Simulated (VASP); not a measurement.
Input of a VASP 6.6.1 run:

INCAR

```
PREC     = Accurate       # precision mode
ENCUT    = 520            # plane-wave cutoff, eV
EDIFF    = 1E-6           # SCF threshold, eV
ISMEAR   = -1             # smearing method
SIGMA    = 0.05           # smearing width, eV
LREAL    = Auto         
LASPH    = True           # aspherical terms in the spheres
NELM     = 100            # most SCF steps
ALGO     = Fast           # electronic algorithm
ISIF     = 2              # what is computed and relaxed
LWAVE    = False          # write WAVECAR
LCHARG   = True           # write CHGCAR
GGA      = PE             # functional
IVDW     = 12             # dispersion correction
LELF     = True           # ELF
LVHAR    = True         
NBANDS   = 37             # bands
```

KPOINTS

```
Automatic mesh
0
Gamma
  1 1 1
```

The input POSCAR:

```
H3ClO
1.0
    5.7929360000      0.0000000000      0.0000000000
    0.0000000000      5.7929360000      0.0000000000
    0.0000000000      0.0000000000      5.7929360000
Cl H O
3 9 3
Direct
    0.1945645524      0.7637923153      0.8621880166
    0.8719412747      0.0573974924      0.5241901516
    0.4899933298      0.3531715179      0.7825220234
    0.0595898177      0.9316864540      0.8342919722
    0.8581658765      0.3187675472      0.1892132073
    0.6855245768      0.2196640874      0.7079311769
    0.1828088555      0.4454045410      0.2066654974
   -0.0301919441      0.3755090683     -0.0683591188
    1.2199340714      0.6766517013      0.4366525023
    1.4175195445      0.6372071088      0.2420361627
    0.8332044407      0.7101925518      0.1527895354
    0.7086907226      0.7742705944      0.3684314828
   -0.0002071488      0.2958085503      0.0714836138
    1.2855829928      0.5490652754      0.3428831252
    0.7080865385      0.6645507563      0.2432963181
```

Potentials or basis: VASP PAW PBE potentials, release 64 (Cl, H, O).

Run with:

```bash
$ cat potpaw_PBE.64/Cl/POTCAR potpaw_PBE.64/H/POTCAR potpaw_PBE.64/O/POTCAR > POTCAR
$ mpirun -np 1 vasp_gam > vasp.out
```

Task: Estimate the pressure.

Result: -0.1 GPa.

Task: Predict the dispersion energy per atom.

Result: -0.057 eV.

Task: Predict the band gap on the k mesh.

Result: 4.47 eV, direct.

Stress tensor (GPa, compression positive):
```
-0.96 -2.26  1.32
-2.26  0.66 -2.39
 1.32 -2.39  0.02
```

Expect the measured gap to be larger: semilocal functionals such as PBE lack the derivative discontinuity.
